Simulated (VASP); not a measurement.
# Ru (P6_3/mmc) in VASP: notebook, part 2 of 3

VASP 6.6.1.

## Step 3: Relaxation of cell and atoms, PBEsol

This run uses another cell than the first one, of 13.32 Å³/atom, 0.981 times its volume.

The input, INCAR:

```
SYSTEM = Ru
PREC = Accurate
ENCUT = 600
EDIFF = 1E-7
ISMEAR = 1
SIGMA = 0.1
LREAL = .FALSE.
LASPH = .TRUE.
NELM = 80
ALGO = Normal
ISIF = 3
LWAVE = .FALSE.
LCHARG = .FALSE.
GGA = PS
IBRION = 2
NSW = 90
EDIFFG = -0.005
KPAR = 4
```

The input, KPOINTS:

```
Automatic mesh
0
G
  15 15 9
  0 0 0
```

The input, POSCAR:

```
Ru                                      
1.0
    2.6882645203     -0.0000000000     -0.0000000000
   -1.3441322602      2.3281053667     -0.0000000000
    0.0000000000     -0.0000000000      4.2552987588
  Ru            
     2
Direct
     0.3333333332999970    0.6666666667000030    0.2500000000000000
     0.6666666667000030    0.3333333332999970    0.7500000000000000
```

Potentials or basis: VASP PAW PBE potentials, release 64 (Ru_pv).

Launch:

```console
> cat potpaw_PBE.64/Ru_pv/POTCAR > POTCAR
> mpirun -np 4 vasp_std > vasp.out
```

OUTCAR:

```text
SYSTEM = Ru
   PREC = Accurate
   ENCUT = 600
   EDIFF = 1E-7
   ISMEAR = 1
   LREAL = .FALSE.
   LASPH = .TRUE.
   NELM = 80
   ISIF = 3
   GGA = PS
   IBRION = 2
   NSW = 90
   EDIFFG = -0.005

 ion  position               nearest neighbor table
   1  0.333  0.667  0.250-   2 2.63   2 2.63   2 2.63   2 2.63   2 2.63   2 2.63
   2  0.667  0.333  0.750-   1 2.63   1 2.63   1 2.63   1 2.63   1 2.63   1 2.63

  LATTYP: Found a hexagonal cell.
 ALAT       =     2.6882645203
 C/A-ratio  =     1.5829166835

  Lattice vectors:

 A1 = (   2.6882645203,   0.0000000000,   0.0000000000)
 A2 = (  -1.3441322602,   2.3281053667,   0.0000000000)
 A3 = (   0.0000000000,   0.0000000000,   4.2552987588)

Analysis of symmetry for initial positions (statically):
=====================================================================
 Subroutine PRICEL returns:
 Original cell was already a primitive cell.

 Routine SETGRP: Setting up the symmetry group for a
 hexagonal supercell.

 Subroutine GETGRP returns: Found 24 space group operations
 (whereof 12 operations were pure point group operations)
 out of a pool of 24 trial point group operations.

The static configuration has the point symmetry D_3d.
 The point group associated with its full space group is D_6h.

Analysis of symmetry for dynamics (positions and initial velocities):
=====================================================================
 Subroutine PRICEL returns:
 Original cell was already a primitive cell.

 Routine SETGRP: Setting up the symmetry group for a
 hexagonal supercell.

 Subroutine GETGRP returns: Found 24 space group operations
 (whereof 12 operations were pure point group operations)
 out of a pool of 24 trial point group operations.

The dynamic configuration has the point symmetry D_3d.
 The point group associated with its full space group is D_6h.
[... 127 lines left out ...]
   IVDW    =     0    specifies the selected vdW correction
   LEPSILON=     F    determine dielectric tensor
   LRPA    =     F    only Hartree local field effects (RPA)
 conjugate gradient relaxation of ions
 non-spin polarized calculation
 Methfessel and Paxton  Order N= 1 SIGMA  =   0.10
  energy-cutoff  :      600.00
  volume of cell :       26.63
 maximum number of plane-waves:       917
 NGX is ok and might be reduce to    24
   NGX = 11   NGY = 11   NGZ = 17

--------------------------------------- Ionic step        1  -------------------------------------------

 number of electron      27.9999996 magnetization

 Free energy of the ion-electron system (eV)
  ---------------------------------------------------
  ext. energy  EPLUGINS =         0.00000000
  ---------------------------------------------------
  free energy    TOTEN  =       -20.34713445 eV

  energy without entropy =      -20.34589672  energy(sigma->0) =      -20.34672187

------------------------ aborting loop because EDIFF is reached ----------------------------------------

  FORCE on cell =-STRESS in cart. coord.  units (eV):
  Direction    XX          YY          ZZ          XY          YZ          ZX
  --------------------------------------------------------------------------------------
  -------------------------------------------------------------------------------------
  Total       -0.0195570     -0.0195570     -0.0030703      0.0000000      0.0000000     -0.0000000
  in kB       -1.1765416     -1.1765416     -0.1847084      0.0000000      0.0000000     -0.0000000
  external PRESSURE =      -0.8459305 kB  Pullay stress =       0.0000000 kB
[... 59 lines left out ...]
--------------------------------------- Ionic step        3  -------------------------------------------

 number of electron      27.9999996 magnetization

 Free energy of the ion-electron system (eV)
  ---------------------------------------------------
  ext. energy  EPLUGINS =         0.00000000
  ---------------------------------------------------
  free energy    TOTEN  =       -20.34713715 eV

  energy without entropy =      -20.34590722  energy(sigma->0) =      -20.34672718

 E-fermi :  13.0388     XC(G=0): -14.4033

 val. band max:       13.0338012453   @ k =   0.2667   0.2000   0.2222
 cond. band min:      13.0411285421   @ k =   0.2667   0.0000   0.3333
 fundamental gap:      0.0073272968
 Fermi energy:        13.0388139108

 k-point     1 :       0.0000    0.0000    0.0000
  band No.  band energies     occupation
      1     -30.6157      2.00000
      2     -29.6200      2.00000
      3     -29.6200      2.00000
      4     -29.4386      2.00000
      5     -29.4386      2.00000
      6     -29.3897      2.00000
[... 481 lines left out ...]
      5     -29.7688      2.00000
      6     -29.7484      2.00000
[... 10 lines left out ...]
     17      18.5137      0.00000
     18      19.9915      0.00000

 [... further k-points ...]

------------------------ aborting loop because EDIFF is reached ----------------------------------------

  FORCE on cell =-STRESS in cart. coord.  units (eV):
  Direction    XX          YY          ZZ          XY          YZ          ZX
  --------------------------------------------------------------------------------------
  -------------------------------------------------------------------------------------
  Total        0.0004296      0.0004296      0.0091661     -0.0000000      0.0000000      0.0000000
  in kB        0.0258495      0.0258495      0.5515933     -0.0000000      0.0000000      0.0000000
  external PRESSURE =       0.2010974 kB  Pullay stress =       0.0000000 kB
[... 17 lines left out ...]
  FREE ENERGIE OF THE ION-ELECTRON SYSTEM (eV)
  ---------------------------------------------------
  free  energy   TOTEN  =       -20.3471371537 eV

  energy  without entropy=      -20.3459072223  energy(sigma->0) =      -20.34672718

 reached required accuracy - stopping structural energy minimisation
```

OSZICAR:

```text
N       E                     dE             d eps       ncg     rms          rms(c)
DAV:   1     0.308636422603E+03    0.30864E+03   -0.19453E+04  4868   0.192E+03
DAV:   2    -0.144819467869E+02   -0.32312E+03   -0.31661E+03  5066   0.526E+02
DAV:   3    -0.218639336507E+02   -0.73820E+01   -0.71502E+01  5078   0.843E+01
[... 22 lines left out ...]
DAV:   2    -0.203471472476E+02    0.24348E-03   -0.71303E-04  4890   0.288E-01    0.239E-02
DAV:   3    -0.203471376357E+02    0.96119E-05   -0.44513E-05  4966   0.635E-02    0.137E-02
DAV:   4    -0.203471372885E+02    0.34718E-06   -0.36247E-06  5988   0.159E-02    0.266E-03
DAV:   5    -0.203471371861E+02    0.10240E-06   -0.36509E-07  5054   0.612E-03    0.122E-03
DAV:   6    -0.203471371537E+02    0.32417E-07   -0.59291E-08  2466   0.256E-03
   3 F= -.20347137E+02 E0= -.20346727E+02  d E =-.270232E-05
```

It took 24 s on 4 MPI ranks of Intel Xeon Platinum 8488C (Sapphire Rapids), shared host; peak memory 0.2 GiB.

Results:

| Quantity | Value |
| --- | --- |
| Free energy | -20.3471 eV |
| Relaxed volume | 13.31 Å³/atom |
| Relaxed cell | a = 2.688 Å, b = 2.688 Å, c = 4.255 Å, α = 90.00°, β = 90.00°, γ = 120.00° |
| Space group after relaxing (to 0.05 Å) | P6_3/mmc (No. 194) |
| Energy gained by relaxing | 0.0 meV/atom |
| Ionic steps | 3 |
| Pressure after relaxing | 0.0 GPa |
| Band gap on the k mesh | none (metal or under the smearing width) |

Final structure:
```
Ru
1.0
     2.68790    0.00000    0.00000
    -1.34395    2.32779    0.00000
     0.00000    0.00000    4.25521
Ru
2
Direct
  0.33333 0.66667 0.25000
  0.66667 0.33333 0.75000
```

Caveat: the PAW data sets were made with another functional, which shifts forces and pressure a little.

(Continued in part 3 of 3.)
